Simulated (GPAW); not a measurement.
**Screening of a field by 1T-MgI2 monolayer**

Aim: the dipole that a field along the normal induces in 1T-MgI2 monolayer.

Program: GPAW 26.7.0. Level of theory: GPAW, PAW setups; layer in a repeated cell with vacuum, relaxation of atoms and in-plane cell, in the first sound run; inputs show where later runs differ. Results are calculated unless marked as measured.

Most raw output is cut from this account.

**1. Starting point**

The cell holds 3 atoms: 2 I and 1 Mg. Cell: a = 4.200 Å, b = 4.200 Å, c = 16.592 Å, α = 90.0°, β = 90.0°, γ = 120.0°. Vacuum lies along c.

**2. Relaxing the atoms**

The atoms are relaxed first, since the surface dipole, and with it the work function, follows the positions of the outer layers.

run.py

```python
import json
import numpy as np
from ase import Atoms
from ase.filters import FrechetCellFilter
from ase.optimize import BFGS
from gpaw import GPAW, PW

slab = Atoms(
    ['I', 'Mg', 'I'],
    positions=[
        [2.10000, 1.21244, 7.00000],
        [0.00000, 0.00000, 8.29605],
        [-0.00000, 2.42487, 9.59210]],
    cell=[[4.2, 0.0, 0.0], [-2.1, 3.63731, 0.0], [0.0, 0.0, 16.5921]],
    pbc=[True, True, True])

slab.calc = GPAW(mode=PW(600), xc='PBE', kpts={'size': (9, 9, 1), 'gamma': True},
                 occupations={'name': 'fermi-dirac', 'width': 0.05}, nbands='200%',
                 convergence={'density': 1e-05}, maxiter=200,
                 symmetry={'tolerance': 1e-3}, txt='slab.txt')
result = {}
# The in-plane cell is free; stress needs a cell that repeats along all three vectors
path = []
opt = BFGS(FrechetCellFilter(slab, mask=[1, 1, 0, 0, 0, 1]), maxstep=0.2)
opt.attach(lambda: path.append((slab.get_potential_energy(), slab.positions.tolist(), slab.get_forces().tolist())))
result['relaxed'] = bool(opt.run(fmax=0.02, steps=45))
result['path'] = path
result['cell'] = slab.cell.tolist()
print('in-plane lattice', slab.cell.cellpar().round(4)[[0, 1, 5]])
energy = slab.get_potential_energy()
fermi = slab.calc.get_fermi_level()
v = slab.calc.get_electrostatic_potential().mean((0, 1)) - fermi
n = slab.calc.get_pseudo_density().mean((0, 1))
L = slab.cell[2, 2]
z = np.arange(len(v)) * L / len(v)
low, high = slab.positions[:, 2].min(), slab.positions[:, 2].max()
below, above = np.interp([low - 4.8, high + 4.8], z, v)
slopes = [np.interp(x, z, np.gradient(v, z)) for x in (low - 4.8, high + 4.8)]
eps = np.array([[slab.calc.get_eigenvalues(k, s) for k in range(len(slab.calc.get_ibz_k_points()))]
                for s in range(slab.calc.get_number_of_spins())]) - fermi
top, bottom = eps[eps < 0].max(), eps[eps > 0].min()
dipole = slab.get_dipole_moment()[2]
print(f'energy {energy:.4f} eV, Fermi level {fermi:.4f} eV, dipole {dipole:.5f} e A')
print(f'potential 4.8 A off the faces, from the Fermi level: lower {below:.4f} eV, upper {above:.4f} eV')
print(f'slope of the potential there: lower {slopes[0]:.5f}, upper {slopes[1]:.5f} eV/A')
print(f'nearest levels on the mesh: {top:.4f} and {bottom:.4f} eV')
print('magnetic moment', round(slab.get_magnetic_moment(), 3))
result.update(energy=energy, fermi=fermi, dipole=dipole, below=below, above=above, slopes=slopes, edges=[top, bottom],
              z=z.tolist(), v=v.tolist(), n=n.tolist(), positions=slab.positions.tolist(),
              forces=slab.get_forces(apply_constraint=False).tolist(), moments=slab.get_magnetic_moments().tolist())
json.dump(result, open('result.json', 'w'))
```

Run with:

```console
OMP_NUM_THREADS=1 OPENBLAS_NUM_THREADS=1 python run.py
```

Elapsed: 6.5 min, on 1 thread of Arm Neoverse V2, shared host; peak memory 0.37 GiB.

Numbers from this step:

| Property | Result |
| --- | --- |
| dipole along the normal | 1.45e-4 e·Å |
| levels nearest the Fermi level on the mesh | -1.593, 2.130 eV from the Fermi level |

Table of electrostatic potential energy of an electron (without an applied field's), less the Fermi level, planar mean by z:

```tsv
z (Å)	electrostatic potential energy of an electron (without an applied field's), less the Fermi level, planar mean (eV)
0	4.88
1	4.88
2	4.88
3	4.88
4	4.86
5	4.45
6	-2.67
7	-9.10
8	-3.54
9	-1.94
10	-14.2
11	2.41
12	4.76
13	4.88
14	4.88
15	4.88
16	4.88
```

The pseudo valence density, planar mean oscillates, so the rows of the table below give means over windows of 1 Å about each position, cut where the curve ends. Its maxima inside the range that stand out by 2 % of the span (Å: e/Å³): 6.2: 0.245, 7.1: 0.280, 8.3: 0.929, 9.5: 0.280, 10.4: 0.245. Its minima: 6.6: 0.129, 7.6: 0.187, 9.0: 0.187, 10.0: 0.129.

Table of pseudo valence density, planar mean by z; means over each step:

z (Å), pseudo valence density, planar mean (e/Å³) and a bar:
```
        3      0.000 
        4      0.002 
        5      0.030 ##
        6      0.186 ###########
        7      0.216 #############
        8      0.513 ##############################
        9      0.291 #################
       10      0.199 ############
       11      0.122 #######
       12      0.009 #
       13      0.000 
       14      0.000
```

The relaxation lowered the energy of the cell by 0.844 eV (energies extrapolated to zero smearing; the optimiser's log prints free energies). The largest force left on a free atom is 7.3e-4 eV/Å.

**3. The slab's potential**

The work function is the vacuum plateau of the electrostatic potential less the Fermi level; a dipole layer lets the two faces have plateaus of their own.

This step: GPAW, PAW setups; slab in vacuum (GPAW 26.7.0).

The cell differs from the one that the last finished run ended in (c 16.592 → 17.349 Å).

run.py, as its differences from that of step 2:

```diff
@@ -3,4 +3,2 @@
 from ase import Atoms
-from ase.filters import FrechetCellFilter
-from ase.optimize import BFGS
 from gpaw import GPAW, PW
@@ -10,21 +8,14 @@
     positions=[
-        [2.10000, 1.21244, 7.00000],
-        [0.00000, 0.00000, 8.29605],
-        [-0.00000, 2.42487, 9.59210]],
-    cell=[[4.2, 0.0, 0.0], [-2.1, 3.63731, 0.0], [0.0, 0.0, 16.5921]],
-    pbc=[True, True, True])
+        [2.10196, 1.21357, 7.00000],
+        [-0.00000, 0.00000, 8.67432],
+        [0.00000, 2.42714, 10.34865]],
+    cell=[[4.20393, -0.0, 0.0], [-2.10196, 3.64071, 0.0], [0.0, 0.0, 17.3486]],
+    pbc=[True, True, False])
 
-slab.calc = GPAW(mode=PW(600), xc='PBE', kpts={'size': (9, 9, 1), 'gamma': True},
+slab.calc = GPAW(mode=PW(400), xc='PBE', kpts={'size': (9, 9, 1), 'gamma': True},
                  occupations={'name': 'fermi-dirac', 'width': 0.05}, nbands='200%',
                  convergence={'density': 1e-05}, maxiter=200,
+                 poissonsolver={'dipolelayer': 'xy'},
                  symmetry={'tolerance': 1e-3}, txt='slab.txt')
 result = {}
-# The in-plane cell is free; stress needs a cell that repeats along all three vectors
-path = []
-opt = BFGS(FrechetCellFilter(slab, mask=[1, 1, 0, 0, 0, 1]), maxstep=0.2)
-opt.attach(lambda: path.append((slab.get_potential_energy(), slab.positions.tolist(), slab.get_forces().tolist())))
-result['relaxed'] = bool(opt.run(fmax=0.02, steps=45))
-result['path'] = path
-result['cell'] = slab.cell.tolist()
-print('in-plane lattice', slab.cell.cellpar().round(4)[[0, 1, 5]])
 energy = slab.get_potential_energy()
```

It took 20 s on 1 thread; peak memory 0.2 GiB.

This step gave:

| Quantity | Value |
| --- | --- |
| dipole along the normal | 6.98e-4 e·Å |
| levels nearest the Fermi level on the mesh | -2.243, 1.477 eV from the Fermi level |
| upper work function | 4.229 eV |
| lower work function | 4.235 eV |
| upper ionisation energy | 6.472 eV |

Table of electrostatic potential energy of an electron (without an applied field's), less the Fermi level, planar mean by z:

```tsv
z (Å)	electrostatic potential energy of an electron (without an applied field's), less the Fermi level, planar mean (eV)
0	4.23
1	4.24
2	4.24
3	4.23
4	4.23
5	4.10
6	1.56
7	-14.9
8	-2.60
9	-3.99
10	-10.4
11	-2.79
12	3.84
13	4.21
14	4.23
15	4.23
16	4.23
17	4.23
```

The pseudo valence density, planar mean by z:

```tsv
z (Å)	pseudo valence density, planar mean (e/Å³)
0.00	0
0.64	0
1.29	0
1.71	0
2.36	3.2e-6
3.00	1.6e-5
3.64	1.2e-4
4.07	4.2e-4
4.71	0.00288
5.35	0.0196
6.00	0.115
6.43	0.245
7.07	0.136
7.71	0.249
8.35	0.440
8.78	0.848
9.42	0.196
10.07	0.227
10.71	0.236
11.14	0.183
11.78	0.0364
12.42	0.00547
13.06	8.0e-4
13.49	2.2e-4
14.14	3.3e-5
14.78	4.1e-6
15.42	1.4e-6
15.85	0
16.49	0
17.13	0
```

The layer is gapped, so the Fermi level lies somewhere inside the gap, set by smearing and numerics, and these work functions are no property of the material; the band edges below the vacuum level are. The potential is flat to 1.4e-4 eV/Å where it is read, so the vacuum is wide enough.

**4. In a field**

A uniform field along the normal polarises the slab; the atoms stay fixed, so this is the electronic response alone.

run.py, as its differences from that of step 3:

```diff
@@ -4,2 +4,3 @@
 from gpaw import GPAW, PW
+from gpaw.external import ConstantElectricField
 
@@ -18,2 +19,3 @@
                  poissonsolver={'dipolelayer': 'xy'},
+                 external=ConstantElectricField(-0.2, [0, 0, 1]),
                  symmetry={'tolerance': 1e-3}, txt='slab.txt')
```

The job ended after 86 s (1 thread; peak memory 0.29 GiB).

Numbers from this step:

```
dipole along the normal                                         : -0.08769 e·Å
levels nearest the Fermi level on the mesh                      : -1.945, 1.763 eV from the Fermi level
potential below the slab, the applied field's own ramp left out : 4.004 eV from the Fermi level
potential above the slab, the applied field's own ramp left out : 5.041 eV from the Fermi level
```

Electrostatic potential energy of an electron (without an applied field's), less the Fermi level, planar mean against z:

```tsv
z (Å)	electrostatic potential energy of an electron (without an applied field's), less the Fermi level, planar mean (eV)
0.0	4.52
0.5	4.00
1.0	4.00
1.5	4.00
2.0	4.00
2.5	4.00
3.0	4.00
3.5	4.00
4.0	4.00
4.5	3.98
5.0	3.88
5.5	3.41
6.0	1.40
6.5	-5.96
7.0	-14.8
7.5	-7.16
8.0	-2.41
8.5	-4.66
9.0	-3.66
9.5	-2.59
10.0	-9.87
10.5	-13.1
11.0	-2.10
11.5	3.24
12.0	4.62
12.5	4.94
13.0	5.02
13.5	5.04
14.0	5.04
14.5	5.04
15.0	5.04
15.5	5.04
16.0	5.04
16.5	5.04
17.0	4.98
```

Force by atom:

```tsv
atom	x (eV/Å)	y (eV/Å)	z (eV/Å)	size
I1	0.0000	0.0000	0.0398	0.0398
Mg2	0.0000	0.0000	-0.0827	0.0827
I3	0.0000	0.0000	0.0428	0.0428
```

The dipole is now -0.0877 e Å, against 7.0e-4 in the run without a field.

**5. Field on**

run.py, as its differences from that of step 4:

```diff
@@ -19,3 +19,3 @@
                  poissonsolver={'dipolelayer': 'xy'},
-                 external=ConstantElectricField(-0.2, [0, 0, 1]),
+                 external=ConstantElectricField(-0.1, [0, 0, 1]),
                  symmetry={'tolerance': 1e-3}, txt='slab.txt')
```

Elapsed: 82 s, on 1 thread; peak memory 0.29 GiB.

Numbers from this step:

```
dipole along the normal                                         : -0.04384 e·Å
levels nearest the Fermi level on the mesh                      : -1.895, 1.823 eV from the Fermi level
potential below the slab, the applied field's own ramp left out : 4.320 eV from the Fermi level
potential above the slab, the applied field's own ramp left out : 4.838 eV from the Fermi level
```

Table of electrostatic potential energy of an electron (without an applied field's), less the Fermi level, planar mean by z:

```tsv
z (Å)	electrostatic potential energy of an electron (without an applied field's), less the Fermi level, planar mean (eV)
0.0	4.58
0.5	4.32
1.0	4.32
1.5	4.32
2.0	4.32
2.5	4.32
3.0	4.32
3.5	4.32
4.0	4.31
4.5	4.29
5.0	4.19
5.5	3.71
6.0	1.68
6.5	-5.72
7.0	-14.6
7.5	-7.01
8.0	-2.30
8.5	-4.59
9.0	-3.63
9.5	-2.59
10.0	-9.92
10.5	-13.2
11.0	-2.24
11.5	3.06
12.0	4.43
12.5	4.74
13.0	4.82
13.5	4.83
14.0	4.84
14.5	4.84
15.0	4.84
15.5	4.84
16.0	4.84
16.5	4.84
17.0	4.81
```

The dipole is now -0.0438 e Å, against 7.0e-4 in the run without a field.

**6. Field on**

run.py, as its differences from that of step 5:

```diff
@@ -19,3 +19,3 @@
                  poissonsolver={'dipolelayer': 'xy'},
-                 external=ConstantElectricField(-0.1, [0, 0, 1]),
+                 external=ConstantElectricField(-0.05, [0, 0, 1]),
                  symmetry={'tolerance': 1e-3}, txt='slab.txt')
```

The job ended after 86 s (1 thread; peak memory 0.29 GiB).

Table of electrostatic potential energy of an electron (without an applied field's), less the Fermi level, planar mean by z:

```tsv
z (Å)	electrostatic potential energy of an electron (without an applied field's), less the Fermi level, planar mean (eV)
0.0	4.60
0.5	4.47
1.0	4.47
1.5	4.47
2.0	4.47
2.5	4.47
3.0	4.47
3.5	4.47
4.0	4.47
4.5	4.44
5.0	4.33
5.5	3.86
6.0	1.81
6.5	-5.60
7.0	-14.6
7.5	-6.94
8.0	-2.25
8.5	-4.56
9.0	-3.61
9.5	-2.60
10.0	-9.95
10.5	-13.2
11.0	-2.32
11.5	2.97
12.0	4.33
12.5	4.64
13.0	4.71
13.5	4.73
14.0	4.73
14.5	4.73
15.0	4.73
15.5	4.73
16.0	4.73
16.5	4.73
17.0	4.71
```

**7. Field on**

run.py, as its differences from that of step 6:

```diff
@@ -19,3 +19,3 @@
                  poissonsolver={'dipolelayer': 'xy'},
-                 external=ConstantElectricField(-0.05, [0, 0, 1]),
+                 external=ConstantElectricField(0.05, [0, 0, 1]),
                  symmetry={'tolerance': 1e-3}, txt='slab.txt')
```

Elapsed: 82 s, on 1 thread; peak memory 0.29 GiB.

Table of electrostatic potential energy of an electron (without an applied field's), less the Fermi level, planar mean by z:

```tsv
z (Å)	electrostatic potential energy of an electron (without an applied field's), less the Fermi level, planar mean (eV)
0.0	4.60
0.5	4.73
1.0	4.73
1.5	4.73
2.0	4.73
2.5	4.73
3.0	4.73
3.5	4.73
4.0	4.72
4.5	4.70
5.0	4.59
5.5	4.10
6.0	2.03
6.5	-5.42
7.0	-14.4
7.5	-6.84
8.0	-2.21
8.5	-4.55
9.0	-3.64
9.5	-2.66
10.0	-10.1
10.5	-13.4
11.0	-2.51
11.5	2.74
12.0	4.08
12.5	4.38
13.0	4.45
13.5	4.47
14.0	4.47
14.5	4.47
15.0	4.47
15.5	4.47
16.0	4.47
16.5	4.47
17.0	4.49
```

**8. In a field**

run.py, as its differences from that of step 7:

```diff
@@ -19,3 +19,3 @@
                  poissonsolver={'dipolelayer': 'xy'},
-                 external=ConstantElectricField(0.05, [0, 0, 1]),
+                 external=ConstantElectricField(0.1, [0, 0, 1]),
                  symmetry={'tolerance': 1e-3}, txt='slab.txt')
```

Wall time 82 s (1 thread); peak memory 0.29 GiB.

The electrostatic potential energy of an electron (without an applied field's), less the Fermi level, planar mean by z:

```tsv
z (Å)	electrostatic potential energy of an electron (without an applied field's), less the Fermi level, planar mean (eV)
0.0	4.58
0.5	4.84
1.0	4.84
1.5	4.84
2.0	4.84
2.5	4.84
3.0	4.84
3.5	4.84
4.0	4.83
4.5	4.80
5.0	4.69
5.5	4.20
6.0	2.12
6.5	-5.35
7.0	-14.4
7.5	-6.82
8.0	-2.20
8.5	-4.57
9.0	-3.67
9.5	-2.72
10.0	-10.1
10.5	-13.5
11.0	-2.63
11.5	2.61
12.0	3.94
12.5	4.23
13.0	4.30
13.5	4.32
14.0	4.32
14.5	4.32
15.0	4.32
15.5	4.32
16.0	4.32
16.5	4.32
17.0	4.35
```

The dipole is now 0.0438 e Å, against 7.0e-4 in the run without a field.

**9. In a field**

run.py, as its differences from that of step 8:

```diff
@@ -19,3 +19,3 @@
                  poissonsolver={'dipolelayer': 'xy'},
-                 external=ConstantElectricField(0.1, [0, 0, 1]),
+                 external=ConstantElectricField(0.2, [0, 0, 1]),
                  symmetry={'tolerance': 1e-3}, txt='slab.txt')
```

Wall time 86 s (1 thread); peak memory 0.29 GiB.

The dipole is now 0.0877 e Å, against 7.0e-4 in the run without a field.

**10. In a field**

run.py, as its differences from that of step 9:

```diff
@@ -19,3 +19,3 @@
                  poissonsolver={'dipolelayer': 'xy'},
-                 external=ConstantElectricField(0.2, [0, 0, 1]),
+                 external=ConstantElectricField(0.3, [0, 0, 1]),
                  symmetry={'tolerance': 1e-3}, txt='slab.txt')
```

Run time: 86 s. Hardware: 1 thread; peak memory 0.29 GiB.

Electrostatic potential energy of an electron (without an applied field's), less the Fermi level, planar mean against z:

```tsv
z (Å)	electrostatic potential energy of an electron (without an applied field's), less the Fermi level, planar mean (eV)
0.0	4.47
0.5	5.24
1.0	5.24
1.5	5.24
2.0	5.24
2.5	5.24
3.0	5.24
3.5	5.24
4.0	5.23
4.5	5.21
5.0	5.08
5.5	4.57
6.0	2.45
6.5	-5.10
7.0	-14.2
7.5	-6.75
8.0	-2.23
8.5	-4.67
9.0	-3.83
9.5	-2.96
10.0	-10.5
10.5	-13.9
11.0	-3.14
11.5	2.03
12.0	3.33
12.5	3.61
13.0	3.67
13.5	3.69
14.0	3.69
14.5	3.69
15.0	3.69
15.5	3.69
16.0	3.69
16.5	3.69
17.0	3.79
```

The dipole is now 0.132 e Å, against 7.0e-4 in the run without a field.

**11. The series**

The members are put on one axis.

This step: induced dipole against applied field (GPAW 26.7.0).

Dipole along the normal against field:

```tsv
field (V/Å)	dipole along the normal (e·Å)
-0.200	-0.0877
-0.100	-0.0438
-0.050	-0.0219
0.000	7.0e-4
0.050	0.0219
0.100	0.0438
0.200	0.0877
0.300	0.132
```

**12. Results**

| Item | Value |
| --- | --- |
| work function, upper and lower face (Fermi level placed in the gap by the smearing) | 4.229 and 4.235 eV |
| ionisation energy from the upper face (highest filled level on the mesh) | 6.47 eV |
| electron affinity from the upper face (lowest empty Kohn-Sham level on the mesh) | 2.75 eV |
| dipole along the normal | 7.0e-4 e Å, near the numerical noise |
| induced dipole per field | 0.438 e Å per V/Å |
| out-of-plane polarisability per area, α/(ε0 A) | 5.18 Å |

The field induces 0.438 e Å per V/Å, a polarisable thickness α/(ε0 A) of 5.18 Å beside 3.35 Å between the outermost nuclei. A perfect conductor would give the distance between its two image planes; a dielectric of thickness t gives t(1 - 1/ε). The levels nearest the Fermi level on the mesh lie 3.72 eV apart, so the slab is gapped there: the smearing puts the Fermi level inside the gap, and from either face the ionisation energy is the work function plus 2.2 eV. Both are Kohn-Sham levels on the mesh, and semilocal gaps are too small, so the affinity tends to come out too large and the ionisation energy too small. The induced dipole is linear in the field over this range. With elements this heavy, spin-orbit coupling can move band edges by tenths of an eV. The small printed dipole stands for a step of -8.3 meV from the lower to the upper face, and the probes find -6.5 meV; values this small are near the numerical noise of both. The layer's cell and atoms come from the relaxation; spin-orbit coupling and temperature are left out.

[Logs are printed without paths, hosts, clocks, repeated set-up lines and the standing remarks that a program may print on its own settings, such as how far it seeks lower states.]

[Hosts, paths, dates, database ids (printed as entryN), source tags and the programs' standing remarks are cut or masked in the printed files.]
